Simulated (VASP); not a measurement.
Set up this calculation in VASP 6.6.1, as the native input.

* Task: single point
* Functional: PBE
* Dispersion: D3(BJ)
* Potentials or basis: VASP PAW PBE potentials, release 64 (Si)
* Cutoff: 520 eV
* k mesh: 2 × 2 × 2
* Occupations: fermi-dirac, width 0.02 eV
* Spin: no spin polarisation
* Dipole correction: no
* Further INCAR settings: LREAL = Auto; ALGO = Fast; EDIFF = 1e-06; NBANDS = 48

The structure of Si (a cell with a defect) lies in POSCAR:

```
Si
1.0
    0.0000000000      5.4300000000      5.4300000000
    5.4300000000      0.0000000000      5.4300000000
    5.4300000000      5.4300000000      0.0000000000
Si
17
Direct
   -0.0029329976     -0.0030251204      0.0026912925
    0.1233564152      0.1232191117      0.1302706622
    0.0007490395      0.0003484102      0.4988860969
    0.1231099845      0.1228850646      0.6225529178
   -0.0028980956      0.5033648847      0.0025754352
    0.1261089402      0.6247181475      0.1245073095
   -0.0029303837      0.5031424783      0.4968586764
    0.1230984929      0.6317993062      0.6224159966
    0.5035488857     -0.0029800067      0.0024626080
    0.6248207116      0.1260930253      0.1244348101
    0.5034176697     -0.0031055525      0.4967787286
    0.6322195864      0.1228408807      0.6222868683
    0.4999939405      0.4999722598      0.0000604619
    0.6248284969      0.6247113711      0.1243619365
    0.5034266767      0.5031317066      0.4966892726
    0.6247629550      0.6245844002      0.6262023728
    0.2507331820      0.2503378327      0.7489119542
```

The cell was built by a generator and needn't be a form met in nature.

The input as run:

INCAR

```
SYSTEM = Si
PREC     = Accurate       ! precision mode
ENCUT    = 520            ! plane-wave cutoff, eV
EDIFF    = 1E-6           ! SCF threshold, eV
ISMEAR   = -1             ! smearing method
SIGMA    = 0.02           ! smearing width, eV
LREAL    = Auto         
LASPH    = .True.         ! aspherical terms in the spheres
NELM     = 100            ! most SCF steps
ALGO     = Fast           ! electronic algorithm
ISIF     = 2              ! what is computed and relaxed
LWAVE    = .False.        ! write WAVECAR
LCHARG   = .True.         ! write CHGCAR
GGA      = PE             ! functional
IVDW     = 12             ! dispersion correction
LELF     = .True.         ! ELF
LVHAR    = .True.       
NBANDS   = 48             ! bands
```

KPOINTS

```
regular mesh
0
Gamma
  2 2 2
  0 0 0
```

Potentials or basis: VASP PAW PBE potentials, release 64 (Si).

The run is started by

```sh
$ cat potpaw_PBE.64/Si/POTCAR > POTCAR
$ mpirun -np 1 vasp_std > vasp.out
```

It gave:

| Property | Result |
| --- | --- |
| Pressure | 2.4 GPa |
| Largest force | 0.024 eV/Å |
| Band gap on the k mesh | none (metal or under the smearing width) |
| Dispersion energy per atom | -0.332 eV |

Caveat: the k mesh is coarse (spacing up to 0.50 Å⁻¹), so the values aren't converged.

It took 3.8 min on 1 thread of Intel(R) Xeon(R) Platinum 8559C (Emerald Rapids), on a shared host, peak memory 0.45 GiB.
